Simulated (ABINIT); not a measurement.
CsSnI3:

```
Cs I Sn
1.0
     6.20570    0.00000    0.00000
     0.00000    6.20570    0.00000
     0.00000    0.00000    6.20570
Cs I Sn
1 3 1
Direct
  0.00000 0.00000 0.00000
  0.50000 0.50000 0.00000
  0.50000 0.00000 0.50000
  0.00000 0.50000 0.50000
  0.50000 0.50000 0.50000
```

* Program: ABINIT 10.8.3 (patched build)
* Task: relaxation of cell and atoms
* Functional: LDA
* Potentials or basis: PseudoDojo NC SR LDA v0.4.1 standard
* Cutoff: 980 eV
* k mesh: 4 × 4 × 4
* Occupations: fermi-dirac, width 0.05 eV
* Spin: no spin polarisation

At the start: pressure -1.3 GPa; volume 47.80 Å³/atom.

Task: Where does the relaxation end?

Result: Over 5 steps the energy falls by 14.6 meV/atom and the volume is 44.34 Å³/atom (-7.2 %); space group Pm-3m (No. 221, to 0.05 Å).

Step by step:
| step | energy change (eV) | largest force (eV/Å) | pressure (GPa) | volume (Å³) |
| --- | --- | --- | --- | --- |
| 1 | 0.0000 | 0.0000 | -1.27 | 238.99 |
| 2 | -0.0072 | 0.0000 | -1.21 | 238.06 |
| 3 | -0.0727 | 0.0000 | 0.12 | 220.35 |
| 4 | -0.0732 | 0.0000 | -0.02 | 221.86 |
| 5 | -0.0732 | 0.0000 | 0.00 | 221.68 |

Final structure:
```xyz
5
Lattice="6.0521 0.0000 0.0000 0.0000 6.0521 0.0000 0.0000 0.0000 6.0521" Properties=species:S:1:pos:R:3 pbc="T T T"
Cs    0.0000    0.0000    0.0000
I     3.0261    3.0261    0.0000
I     3.0261    0.0000    3.0261
I     0.0000    3.0261    3.0261
Sn    3.0261    3.0261    3.0261
```
